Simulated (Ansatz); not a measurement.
LiNbO₃ (R3c) from a database of computed structures, relaxed with r2SCAN. Space group R3c (No. 161), trigonal; a = 5.137 Å, c = 13.884 Å in the conventional setting, 10.58 Å³ an atom. Li has 6 O at 2.05–2.24 Å; Nb has 6 O at 1.88–2.14 Å; O has 2 Nb at 1.88–2.14 Å and 2 Li at 2.05–2.24 Å. The runs used a cell of 20 atoms, 2 times the primitive one, so meshes, points and the kind of gap refer to a folded zone.

```
Li Nb O
1.0
     5.13743    0.00018   -0.00088
     2.56850    4.86006    0.00516
     0.00145    2.70559    8.47698
Li Nb O
4 4 12
Direct
  0.44046 0.11909 0.14682
  0.94046 0.11909 0.64682
  0.19046 0.61909 0.39682
  0.69046 0.61909 0.89682
  0.01745 0.96511 0.00582
  0.51745 0.96511 0.50582
  0.76745 0.46511 0.25581
  0.26745 0.46511 0.75581
  0.73903 0.77596 0.36555
  0.79082 0.77597 0.05973
  0.30619 0.77597 0.18674
  0.18321 0.27596 0.30972
  0.66784 0.27597 0.43674
  0.23903 0.77596 0.86555
  0.73500 0.27597 0.11555
  0.29082 0.77597 0.55973
  0.80619 0.77597 0.68674
  0.68321 0.27596 0.80972
  0.16784 0.27597 0.93674
  0.23500 0.27597 0.61555
```

4 runs of Ansatz on this cell differ in the functional (and in the settings that go with it). Levels are in eV from each run's valence top; v1 is the last filled band, c1 the first empty one.

Run A, mean stress -2.9 GPa (compression positive):
```tsv
point	v5	v3	v1	c1	c2	c3
Γ	-0.32	-0.23	-0.01	5.09	5.10	5.38
T	-0.34	-0.34	-0.24	5.18	5.64	6.16
H₂	-0.38	-0.29	-0.25	5.39	5.39	5.54
H₀	-0.35	-0.29	-0.09	5.29	5.39	5.39
```

Run B, mean stress -2.9 GPa (compression positive):
```tsv
point	v5	v3	v1	c1	c2	c3
Γ	-0.32	-0.23	-0.01	5.85	5.85	6.14
T	-0.34	-0.34	-0.24	5.94	6.41	6.93
H₂	-0.39	-0.29	-0.25	6.16	6.16	6.30
H₀	-0.35	-0.29	-0.10	6.05	6.16	6.16
```

Run C, mean stress 0.0 GPa (compression positive):
```tsv
point	v5	v3	v1	c1	c2	c3
Γ	-0.29	-0.20	-0.01	4.06	4.06	4.31
T	-0.31	-0.31	-0.20	4.14	4.57	5.04
H₂	-0.35	-0.25	-0.22	4.34	4.34	4.47
H₀	-0.32	-0.25	-0.07	4.24	4.34	4.34
```

Run D, mean stress +4.3 GPa (compression positive):
```tsv
point	v5	v3	v1	c1	c2	c3
Γ	-0.29	-0.20	-0.01	3.64	3.65	3.90
T	-0.31	-0.31	-0.21	3.72	4.15	4.62
H₂	-0.35	-0.25	-0.22	3.92	3.92	4.05
H₀	-0.32	-0.25	-0.08	3.83	3.92	3.92
```

Question: Match the runs to PBE, r2SCAN, HSE06, PBE0.

Answer: A is HSE06, B is PBE0, C is r2SCAN, D is PBE. In order of the gap: PBE 3.59, r2SCAN 4.00, HSE06 5.03, PBE0 5.79 eV. The stress vanishes for r2SCAN, which relaxed the cell.

(Simulation; spin polarisation is off.)

Spin-orbit coupling is left out.

The stress of a hybrid is loosely converged in these runs.

The meshes of the hybrids are coarse, so their gaps aren't converged to the digits shown.
